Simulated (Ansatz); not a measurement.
# SiC (Moissanite 6H) (P6_3mc) in Ansatz: settings compared

The runs below take SiC (Moissanite 6H) through relaxation of cell and atoms, with PBE, revPBE.

Everything below comes from runs of Ansatz 0.2.0. Logs are shortened: lines on timing, memory, paths and dates and some standing lists are left out, and cuts for length are marked.

## (1) The crystal as given

It takes space group P6_3mc (No. 186, hexagonal). The conventional cell has a = 3.095 Å, b = 3.095 Å, c = 15.170 Å, α = 90.00°, β = 90.00°, γ = 120.00°. Si (site symmetry 3m) is surrounded by 4 C at 1.90 Å. Around Si (site symmetry 3m) lie 4 C at 1.90 Å. Si (site symmetry 3m) has 4 C at 1.90 Å as nearest neighbours. Around C (site symmetry 3m) lie 4 Si at 1.90 Å. Around C (site symmetry 3m) lie 4 Si at 1.90 Å. Around C (site symmetry 3m) lie 4 Si at 1.90 Å.

## (2) Relaxation of cell and atoms, PBE

Contents of input.yaml:

```yaml
crystal:
  lattice:
    - [3.095, 0.0, 0.0]
    - [-1.5475, 2.6803486247, 0.0]
    - [0.0, 0.0, 15.17]
  atoms:
    - { symbol: Si, position: [0.6666666667, 0.3333333333, 0.4583] }
    - { symbol: Si, position: [0.3333333333, 0.6666666667, 0.9583] }
    - { symbol: Si, position: [0.6666666667, 0.3333333333, 0.7917] }
    - { symbol: Si, position: [0.3333333333, 0.6666666667, 0.2917] }
    - { symbol: Si, position: [0.0, 0.0, 0.625] }
    - { symbol: Si, position: [0.0, 0.0, 0.125] }
    - { symbol: C, position: [0.6666666667, 0.3333333333, 0.3333] }
    - { symbol: C, position: [0.3333333333, 0.6666666667, 0.8333] }
    - { symbol: C, position: [0.6666666667, 0.3333333333, 0.6667] }
    - { symbol: C, position: [0.3333333333, 0.6666666667, 0.1667] }
    - { symbol: C, position: [0.0, 0.0, 0.5] }
    - { symbol: C, position: [0.0, 0.0, 0.0] }
hamiltonian:
  xc: pbe
  pseudopotentials: { kind: paw }
kpoints:
  mp_grid: { grid: [10, 10, 2] }
scf:
  occupations: { method: fermi_dirac, width: 0.05 }
output:
  forces: true
  stress: true
relax:
  f_tol: 0.01
  max_steps: 40
  cell: { stress_tol: 0.05 }
```

Potentials or basis: Ansatz PAW.

Launch:

```
> ansatz run input.yaml --threads 2 --pin off --max-ram 5120MiB --backend cpu --events-out ev --progress --plain --runs-dir out
```

Output:

```text
Warning: RAYON_NUM_THREADS=2 ignored (pool sized by the plan → 2); use --threads N
Engine: ansatz 0.2.0, aarch64-unknown-linux-gnu
Pseudopotentials: kind: paw
Pseudopotential: Si, paw, valence charge 4, recommended cutoff 420 eV (normal), Si.paw.azcp
Pseudopotential: C, paw, valence charge 4, recommended cutoff 420 eV (normal), C.paw.azcp
Functional definition: PBE
  parameter kappa = 0.804
  parameter beta = 0.06672455060314922
  exchange = pbe_x(kappa = kappa, mu = beta*pi^2/3)
  correlation = pbe_c(beta = beta)
Crystal: 12 atoms, lattice volume = 125.845 Å³
Basis set: ecut = 420 eV, 2451 PW (Γ), exchange–correlation on 48×48×216 points (8 copies of the dense FFT grid, shifted against one another)
Bands: 36, of which v1, the nominal top of the filled ones, is band 24 counted from 1 (23 counted from 0)
Symmetry: 12 space group operations
Space group: P63mc (ITA 186), of the structure as read, at distance tolerance 5.0e-5 Å
k-points: 28 of 200
Non-local potential: Si, projectors of the file, l = 0: 2, l = 1: 2, l = 2: 2
Non-local potential: C, projectors of the file, l = 0: 2, l = 1: 2, l = 2: 1
PAW form: soft (Blöchl's): semilocal exchange-correlation on the pseudo side does not see the compensation charge
PAW one-centre angular grid: Si, 110 points (default); XC on 64 Gauss nodes
PAW one-centre angular grid: C, 110 points (default); XC on 64 Gauss nodes
Initial density: superposition of atomic densities (neutral atoms: chi_scale 0, normalization atom), corrected by the library's trained network
Initial wavefunctions: pseudopotential atomic-orbital guess
Functional: x = pbe(κ = 0.804, μ = 0.2195149727645171), c = pbe(β = 0.06672455060314922)
SCF iter   1: F=—  HF=-5322.968315 eV  |F-HF|=—  |Δ(HF+E_count)|=         —  Δρ=2.74e-3  dr2=1.02e-2  ethr=1.77e-3  ⟨swp⟩=6.6  Hψ=5237  notcnv=0  defer=21
preconditioner: auto → none  [insulator: Δε(μ)=1.996 eV  Ē_g=11.843 eV  σ=0.050 eV  W_gap=1.00  n_scr=10 (ndim 8)  ℏωp=22.9 eV  f_vac=0.000  D(μ)=0.00/eV (n_scr^D=0)  ε∞_Penn≈4.7]
SCF iter   2: F=—  HF=-5322.967916 eV  |F-HF|=—  |Δ(HF+E_count)|=   3.98e-4  Δρ=7.22e-4  dr2=3.05e-4  ethr=2.12e-5  ⟨swp⟩=2.2  Hψ=1870  notcnv=0  defer=68
SCF iter   3: F=—  HF=-5322.968232 eV  |F-HF|=—  |Δ(HF+E_count)|=   3.16e-4  Δρ=2.95e-4  dr2=4.53e-5  ethr=6.35e-7  ⟨swp⟩=2.4  Hψ=1547  notcnv=0  defer=68
SCF iter   4: F=—  HF=-5322.968192 eV  |F-HF|=—  |Δ(HF+E_count)|=   4.05e-5  Δρ=4.51e-5  dr2=6.33e-6  ethr=9.44e-8  ⟨swp⟩=2.0  Hψ=1506  notcnv=0  defer=68
SCF iter   5: F=—  HF=-5322.968192 eV  |F-HF|=—  |Δ(HF+E_count)|=   3.31e-8  Δρ=1.42e-5  dr2=1.63e-7  ethr=1.32e-8  ⟨swp⟩=2.1  Hψ=1316  notcnv=0  defer=68
SCF iter   6: F=-5322.968192 eV  HF=-5322.968192 eV  |F-HF|=4.50e-9  |Δ(HF+E_count)|=   2.89e-7  Δρ=2.81e-6  dr2=7.24e-9  ethr=2.08e-10  ⟨swp⟩=4.1  Hψ=3134  notcnv=0
SCF 1 converged in 6 iterations: F = -5322.968192 eV  dr2 = 7.24e-9
relax step   1: F+E_penalty+E_count = -5322.96819190 eV  Δ(F+E_penalty+E_count) = +0.000e0 eV  max|allowed force component| = 1.415e-1 eV/Å  Δτ_max = 0.0000 Å  P = +0.234 GPa  Ω = 125.845 Å³  (6 SCF iters, dr2 threshold 1.00e-7 eV, accepted)
Crystal: 12 atoms, lattice volume = 125.920 Å³
Initial density: handed on by an earlier stage of this run
Initial wavefunctions: those handed on with the density
iter 1 solved again at ethr=6.60e-7 eV; its pass at ethr=3.10e-3 eV (dr2=3.17e-4 eV) is discarded
SCF iter   1: F=—  HF=-5322.969113 eV  |F-HF|=—  |Δ(HF+E_count)|=         —  Δρ=4.26e-4  dr2=3.43e-4  ethr=6.60e-7  ⟨swp⟩=2.5  Hψ=4004  notcnv=0
preconditioner: auto → none  [insulator: Δε(μ)=2.023 eV  Ē_g=11.848 eV  σ=0.050 eV  W_gap=1.00  n_scr=10 (ndim 8)  ℏωp=22.9 eV  f_vac=0.000  D(μ)=0.00/eV (n_scr^D=0)  ε∞_Penn≈4.7]
SCF iter   2: F=—  HF=-5322.968895 eV  |F-HF|=—  |Δ(HF+E_count)|=   2.18e-4  Δρ=1.27e-4  dr2=3.18e-5  ethr=6.60e-7  ⟨swp⟩=2.3  Hψ=1496  notcnv=0
SCF iter   3: F=—  HF=-5322.968888 eV  |F-HF|=—  |Δ(HF+E_count)|=   6.80e-6  Δρ=6.48e-5  dr2=2.82e-6  ethr=6.63e-8  ⟨swp⟩=2.3  Hψ=1364  notcnv=0
iter 4 did not close the SCF: its close was put off for the readings that it lacked (scf_convergence_deferred on its scf_iter line)
SCF iter   4: F=-5322.968888 eV  HF=-5322.968888 eV  |F-HF|=4.41e-8  |Δ(HF+E_count)|=   3.00e-7  Δρ=2.17e-5  dr2=3.00e-7  ethr=5.87e-9  ⟨swp⟩=2.4  Hψ=1628  notcnv=0
iter 5 did not close the SCF: its close was put off for the readings that it lacked (scf_convergence_deferred on its scf_iter line)
SCF iter   5: F=-5322.968888 eV  HF=-5322.968888 eV  |F-HF|=5.87e-10  |Δ(HF+E_count)|=   2.74e-9  Δρ=4.34e-6  dr2=1.08e-8  ethr=6.26e-10  ⟨swp⟩=2.2  Hψ=1680  notcnv=0
SCF iter   6: F=-5322.968888 eV  HF=-5322.968888 eV  |F-HF|=9.62e-10  |Δ(HF+E_count)|=   3.14e-9  Δρ=7.05e-7  dr2=1.30e-9  ethr=2.24e-11  ⟨swp⟩=1.1  Hψ=2708  notcnv=0
SCF 2 converged in 6 iterations: F = -5322.968888 eV  dr2 = 1.30e-9
relax step   2: F+E_penalty+E_count = -5322.96888794 eV  Δ(F+E_penalty+E_count) = -6.960e-4 eV  max|allowed force component| = 7.064e-2 eV/Å  Δτ_max = 0.0026 Å  P = +0.106 GPa  Ω = 125.920 Å³  energy of the carried Pulay correction = -1.327e-4 eV  (6 SCF iters, dr2 threshold 1.20e-6 eV, accepted)
Crystal: 12 atoms, lattice volume = 125.988 Å³
[... 27 lines left out ...]
SCF iter   1: F=—  HF=-5322.969391 eV  |F-HF|=—  |Δ(HF+E_count)|=         —  Δρ=5.80e-6  dr2=1.12e-8  ethr=9.73e-8  ⟨swp⟩=3.2  Hψ=8049  notcnv=0
eigensolver tolerance schedule: the retry pair's looser diagonalisation over-reported the residual by 4162.78 of it (diagonalisation noise at 0.15 of the residual, at the tolerance the schedule requests for it); recorded, not acted on — ethr = c·dr2/N_el stays at c = 1.0e-1
preconditioner: auto → none  [insulator: Δε(μ)=2.030 eV  Ē_g=11.845 eV  σ=0.050 eV  W_gap=1.00  n_scr=10 (ndim 8)  ℏωp=22.9 eV  f_vac=0.000  D(μ)=0.00/eV (n_scr^D=0)  ε∞_Penn≈4.7]
SCF iter   2: F=—  HF=-5322.969260 eV  |F-HF|=—  |Δ(HF+E_count)|=   1.31e-4  Δρ=3.48e-6  dr2=4.37e-9  ethr=2.34e-11  ⟨swp⟩=3.0  Hψ=2251  notcnv=0
SCF iter   3: F=—  HF=-5322.969260 eV  |F-HF|=—  |Δ(HF+E_count)|=   2.11e-9  Δρ=2.35e-6  dr2=1.62e-9  ethr=9.11e-12  ⟨swp⟩=1.0  Hψ=1008  notcnv=0
iter 4 did not close the SCF: its close was put off for the readings that it lacked (scf_convergence_deferred on its scf_iter line)
SCF iter   4: F=-5322.969260 eV  HF=-5322.969260 eV  |F-HF|=7.28e-12  |Δ(HF+E_count)|=   2.64e-9  Δρ=2.05e-7  dr2=3.48e-11  ethr=3.38e-12  ⟨swp⟩=2.3  Hψ=1601  notcnv=0
iter 5 did not close the SCF: its close was put off for the readings that it lacked (scf_convergence_deferred on its scf_iter line)
SCF iter   5: F=-5322.969260 eV  HF=-5322.969260 eV  |F-HF|=8.19e-12  |Δ(HF+E_count)|=  7.28e-12  Δρ=1.47e-7  dr2=1.61e-11  ethr=1.00e-12  ⟨swp⟩=1.0  Hψ=1008  notcnv=0
iter 6 did not close the SCF: its close was put off for the readings that it lacked (scf_convergence_deferred on its scf_iter line)
SCF iter   6: F=-5322.969260 eV  HF=-5322.969260 eV  |F-HF|=0.00e0  |Δ(HF+E_count)|=  4.55e-12  Δρ=6.68e-8  dr2=2.73e-12  ethr=1.00e-12  ⟨swp⟩=1.0  Hψ=1008  notcnv=0
iter 7 did not close the SCF: its close was put off for the readings that it lacked (scf_convergence_deferred on its scf_iter line)
SCF iter   7: F=-5322.969260 eV  HF=-5322.969260 eV  |F-HF|=9.09e-13  |Δ(HF+E_count)|=    0.00e0  Δρ=3.92e-8  dr2=8.82e-13  ethr=1.00e-12  ⟨swp⟩=1.0  Hψ=1008  notcnv=0
SCF iter   8: F=-5322.969260 eV  HF=-5322.969260 eV  |F-HF|=9.09e-13  |Δ(HF+E_count)|=  9.09e-13  Δρ=1.17e-8  dr2=7.46e-14  ethr=1.00e-12  ⟨swp⟩=1.9  Hψ=2312  notcnv=0
SCF 5 converged in 8 iterations: F = -5322.969260 eV  dr2 = 7.46e-14
relax step   5: F+E_penalty+E_count = -5322.96925985 eV  Δ(F+E_penalty+E_count) = -1.976e-4 eV  max|allowed force component| = 5.084e-3 eV/Å  Δτ_max = 0.0000 Å  P = -0.004 GPa  Ω = 125.987 Å³  stress off target by 7.31e-3 GPa  SCF on the basis re-selected at this cell (its energy is not comparable with the rows above)  (8 SCF iters)
basis re-selected at this cell: Δ(F+E_penalty+E_count) = -1.976e-4 eV, ΔP = +0.003 GPa vs the last step (what re-selecting the basis moved, of the pressure what is left beyond the Pulay correction that the steps carried, after the strain that the cell walked since its last selection, with what the two solves' SCF thresholds leave and, on support functions, any second-order correction that the steps lacked; it is no measure of the basis error at this ecutwfc). This SCF's stress stands 7.31e-3 GPa from its target on what of the cell is left free (relax.cell.stress_tol is 5.00e-2 GPa) and its largest allowed force component is 5.08e-3 eV/Å (relax.f_tol is 1.00e-2 eV/Å): within both
SCF converged after 8 iterations
Free energy (F): -5322.969260 eV
Harris-Foulkes:  -5322.969260 eV  (|F-HF|=9.09e-13)
Internal energy: -5322.969260 eV  (E = F + TS)
E sigma→0 (E₀):  -5322.969260 eV
Fermi energy:    10.352950 eV
--- Per-component energies (eV) ---
  E_band       = 165.131686
  E_kinetic    = 809.586984
  E_local      = -633.384441  (includes V_loc(G=0)·N_el)
  E_nonlocal   = 309.947512
  E_hartree    = 194.025647
  E_xc         = -631.493892
  E_vxc        = -654.238398  (∫ρ·V_xc dr)
  E_paw        = -3672.108031  (= ΣΔE_a)
  E_vpaw       = -54.831334  (= ΣTr[D̂ρ^β])
  E_aug_tail   = 0.000071  (compensation charges beyond the density's cutoff)
  E_ewald      = -1699.543109
  E_smearing   = -0.000000  (= −TS)
  E_closure    = 0.000000  (closes the sum)
  Σ components = -5322.969260   (vs F -5322.969260, Δ=0.00e0)
--- Forces (eV/Å), atoms counted from 1 ---
  atom   1  Si     0.00000000     0.00000000     0.00210765
  atom   2  Si    -0.00000000    -0.00000000     0.00210765
  atom   3  Si    -0.00000000    -0.00000000     0.00508397
  atom   4  Si     0.00000000     0.00000000     0.00508397
  atom   5  Si    -0.00000000    -0.00000000     0.00102900
  atom   6  Si     0.00000000     0.00000000     0.00102900
  atom   7  C     -0.00000000    -0.00000000    -0.00372982
  atom   8  C      0.00000000     0.00000000    -0.00372982
  atom   9  C      0.00000000     0.00000000    -0.00484320
  atom  10  C     -0.00000000    -0.00000000    -0.00484320
  atom  11  C     -0.00000000    -0.00000000     0.00035242
  atom  12  C      0.00000000     0.00000000     0.00035242
  max |Σ_I F_I| component: 5.95e-8 eV/Å
--- Stress (GPa, compression-positive) ---
       -0.002451       0.000000      -0.000000
        0.000000      -0.002451       0.000000
       -0.000000       0.000000      -0.007314
  P = ⅓ Tr σ = -0.0041 GPa (-0.041 kbar)
--- Relaxed structure (4 steps of the walk, 4 accepted, 1 SCFs on fresh bases) ---
  F+E_penalty+E_count = -5322.96925985 eV   max|allowed force component| = 5.084e-3 eV/Å   (the final SCF, on the basis selected at the relaxed cell)
  cell:  # Å, volume = 125.9866 Å³
    - [3.0949957205876872, 6.343866384011496e-34, 1.5859665960028745e-34]
    - [-1.5474978602938436, 2.6803449186330615, 5.568776374872586e-20]
    - [-7.773542249247566e-34, 3.1517667824300663e-19, 15.187054130154385]
  atoms:
    - { symbol: Si, position: [0.6666666666666666, 0.33333333333333337, 0.45830299210316544] }
    - { symbol: Si, position: [0.33333333333333337, 0.6666666666666667, 0.9583029921031654] }
    - { symbol: Si, position: [0.6666666666666666, 0.33333333333333337, 0.7918102868586022] }
    - { symbol: Si, position: [0.33333333333333337, 0.6666666666666667, 0.2918102868586024] }
    - { symbol: Si, position: [1.972213988524244e-21, 3.944427977047369e-21, 0.6250376643741472] }
    - { symbol: Si, position: [1.972213988525827e-21, 3.944427977052993e-21, 0.12503766437414732] }
    - { symbol: C, position: [0.6666666666666666, 0.33333333333333337, 0.3333216385572061] }
    - { symbol: C, position: [0.33333333333333337, 0.6666666666666667, 0.8333216385572061] }
    - { symbol: C, position: [0.6666666666666666, 0.33333333333333337, 0.6668404987939577] }
    - { symbol: C, position: [0.33333333333333337, 0.6666666666666667, 0.16684049879395774] }
    - { symbol: C, position: [-1.6393797177661246e-20, -3.278759435532174e-20, 0.49968691931292086] }
    - { symbol: C, position: [-1.6393797177651956e-20, -3.278759435530315e-20, -0.0003130806870791064] }
```

It took 26 s on 2 threads of Arm Neoverse V1, shared host; peak memory 0.4 GiB.

What came out:

| Item | Value |
| --- | --- |
| Free energy | -5322.9693 eV |
| Relaxed volume | 10.50 Å³/atom |
| Relaxed cell | a = 3.095 Å, b = 3.095 Å, c = 15.187 Å, α = 90.00°, β = 90.00°, γ = 120.00° |
| Space group after relaxing (to 0.05 Å) | P6_3mc (No. 186) |
| Energy gained by relaxing | 0.1 meV/atom |
| Ionic steps | 5 |
| Pressure after relaxing | 0.0 GPa |
| Largest force after relaxing | 0.005 eV/Å |
| Band gap on the k mesh | 2.03 eV |

Forces on the atoms (eV/Å):
```
Si   0.000  0.000  0.002
Si   0.000  0.000  0.002
Si   0.000  0.000  0.005
Si   0.000  0.000  0.005
Si   0.000  0.000  0.001
Si   0.000  0.000  0.001
C    0.000  0.000 -0.004
C    0.000  0.000 -0.004
C    0.000  0.000 -0.005
C    0.000  0.000 -0.005
C    0.000  0.000  0.000
C    0.000  0.000  0.000
```

Step by step:
| step | energy change (eV) | largest force (eV/Å) | volume (Å³) |
| --- | --- | --- | --- |
| 1 | 0.0000 | 0.1415 | 125.85 |
| 2 | -0.0007 | 0.0706 | 125.92 |
| 3 | -0.0008 | 0.0171 | 125.99 |
| 4 | -0.0009 | 0.0051 | 125.99 |
| 5 | -0.0011 | 0.0051 | 125.99 |

Final structure:
```
CELL_PARAMETERS angstrom
3.09500 0.00000 0.00000
-1.54750 2.68034 0.00000
0.00000 0.00000 15.18705
ATOMIC_POSITIONS crystal
Si 0.66667 0.33333 0.45830
Si 0.33333 0.66667 0.95830
Si 0.66667 0.33333 0.79181
Si 0.33333 0.66667 0.29181
Si 0.00000 0.00000 0.62504
Si 0.00000 0.00000 0.12504
C 0.66667 0.33333 0.33332
C 0.33333 0.66667 0.83332
C 0.66667 0.33333 0.66684
C 0.33333 0.66667 0.16684
C 0.00000 0.00000 0.49969
C 0.00000 0.00000 0.99969
```

Caveat: the plane-wave basis is chosen anew once the cell has moved, so the energies of steps on either side of that aren't comparable. A k mesh can miss the band edges.

## (3) Relaxation of cell and atoms, revPBE

input.yaml, as its differences from that of step 2:

```diff
@@ -19,3 +19,3 @@
 hamiltonian:
-  xc: pbe
+  xc: revpbe
   pseudopotentials: { kind: paw }
```

Potentials or basis: Ansatz PAW.

Launch:

```
> ansatz run input.yaml --threads 2 --pin off --max-ram 5120MiB --backend cpu --events-out ev --progress --plain --runs-dir out
```

Output:

```text
Warning: RAYON_NUM_THREADS=2 ignored (pool sized by the plan → 2); use --threads N
[... 4 set-up lines as earlier in the session ...]
Functional definition: revPBE
  parameter kappa = 1.245
[... 3 set-up lines as earlier in the session ...]
Crystal: 12 atoms, lattice volume = 125.845 Å³
Basis set: ecut = 420 eV, 2451 PW (Γ), exchange–correlation on 48×48×216 points (8 copies of the dense FFT grid, shifted against one another)
Bands: 36, of which v1, the nominal top of the filled ones, is band 24 counted from 1 (23 counted from 0)
[... 2 set-up lines as earlier in the session ...]
k-points: 28 of 200
[... 3 set-up lines as earlier in the session ...]
PAW frozen core: Si, regenerated for the run's functional, and the local potential with it (the file was generated under x = pbe(κ = 0.804, μ = 0.2195149727645171), c = pbe(β = 0.06672455060314922))
PAW frozen core: C, regenerated for the run's functional, and the local potential with it (the file was generated under x = pbe(κ = 0.804, μ = 0.2195149727645171), c = pbe(β = 0.06672455060314922))
[... 4 set-up lines as earlier in the session ...]
Functional: x = revpbe(κ = 1.245, μ = 0.2195149727645171), c = pbe(β = 0.06672455060314922)
[... 108 lines left out ...]
  atom   7  C      0.00000000     0.00000000    -0.00019676
  atom   8  C      0.00000000    -0.00000000    -0.00019676
  atom   9  C      0.00000000    -0.00000000    -0.00011438
  atom  10  C     -0.00000000     0.00000000    -0.00011438
  atom  11  C     -0.00000000     0.00000000    -0.00011969
  atom  12  C      0.00000000    -0.00000000    -0.00011969
  max |Σ_I F_I| component: 1.81e-6 eV/Å
--- Stress (GPa, compression-positive) ---
        0.032592      -0.000000      -0.000000
       -0.000000       0.032592       0.000000
       -0.000000       0.000000       0.036483
  P = ⅓ Tr σ = 0.0339 GPa (0.339 kbar)
--- Relaxed structure (5 steps of the walk, 5 accepted, 1 SCFs on fresh bases) ---
  F+E_penalty+E_count = -5341.66109193 eV   max|allowed force component| = 1.983e-4 eV/Å   (the final SCF, on the basis selected at the relaxed cell)
  cell:  # Å, volume = 127.3932 Å³
    - [3.106543747348309, -3.8063198304068986e-33, 1.3877207715025148e-33]
    - [-1.5532718736741544, 2.6903458031713425, 4.225372243230358e-19]
    - [6.80184946809162e-33, 2.3914387978849314e-18, 15.242659848381464]
  atoms:
    - { symbol: Si, position: [0.6666666666666665, 0.33333333333333326, 0.4583135785784485] }
    - { symbol: Si, position: [0.33333333333333326, 0.6666666666666665, 0.9583135785784486] }
    - { symbol: Si, position: [0.6666666666666665, 0.33333333333333326, 0.7918187161841571] }
    - { symbol: Si, position: [0.33333333333333326, 0.6666666666666665, 0.29181871618415717] }
    - { symbol: Si, position: [2.0121662029090283e-21, 4.024332405814397e-21, 0.6250384273619158] }
    - { symbol: Si, position: [2.0121662029065968e-21, 4.02433240581719e-21, 0.125038427361916] }
    - { symbol: C, position: [0.6666666666666665, 0.33333333333333326, 0.3333145762100315] }
    - { symbol: C, position: [0.33333333333333326, 0.6666666666666665, 0.8333145762100314] }
    - { symbol: C, position: [0.6666666666666665, 0.33333333333333326, 0.6668265858301509] }
    - { symbol: C, position: [0.33333333333333326, 0.6666666666666665, 0.16682658583015106] }
    - { symbol: C, position: [-1.6331143855563435e-20, -3.266228771112735e-20, 0.4996881158352954] }
    - { symbol: C, position: [-1.6331143855579408e-20, -3.266228771115399e-20, -0.00031188416470457903] }
```

Run time: 30 s. Hardware: 2 threads of Arm Neoverse V1, shared host; peak memory 0.41 GiB.

Results:

| Property | Result |
| --- | --- |
| Free energy | -5341.6611 eV |
| Relaxed volume | 10.62 Å³/atom |
| Relaxed cell | a = 3.107 Å, b = 3.107 Å, c = 15.243 Å, α = 90.00°, β = 90.00°, γ = 120.00° |
| Space group after relaxing (to 0.05 Å) | P6_3mc (No. 186) |
| Energy gained by relaxing | 1.1 meV/atom |
| Ionic steps | 6 |
| Pressure after relaxing | 0.0 GPa |
| Band gap on the k mesh | 2.04 eV |

Step by step:
```csv
step,energy change (eV),largest force (eV/Å),volume (Å³)
1,0.0000,0.1410,125.85
2,-0.0094,0.0686,126.69
3,-0.0112,0.0115,127.40
4,-0.0112,0.0067,127.40
5,-0.0112,0.0002,127.39
6,-0.0138,0.0002,127.39
```

Final structure:
```
Si C
1.0
     3.10654    0.00000    0.00000
    -1.55327    2.69035    0.00000
     0.00000    0.00000   15.24266
Si C
6 6
Direct
  0.66667 0.33333 0.45831
  0.33333 0.66667 0.95831
  0.66667 0.33333 0.79182
  0.33333 0.66667 0.29182
  0.00000 0.00000 0.62504
  0.00000 0.00000 0.12504
  0.66667 0.33333 0.33331
  0.33333 0.66667 0.83331
  0.66667 0.33333 0.66683
  0.33333 0.66667 0.16683
  0.00000 0.00000 0.49969
  0.00000 0.00000 0.99969
```

Caveat: the plane-wave basis is chosen anew once the cell has moved, so the energies of steps on either side of that aren't comparable; the PAW data sets come from PBE, with cores solved anew for the run's functional, which leaves a small shift of forces and pressure. revPBE gaps usually lie below the measured ones, often by a third to a half.
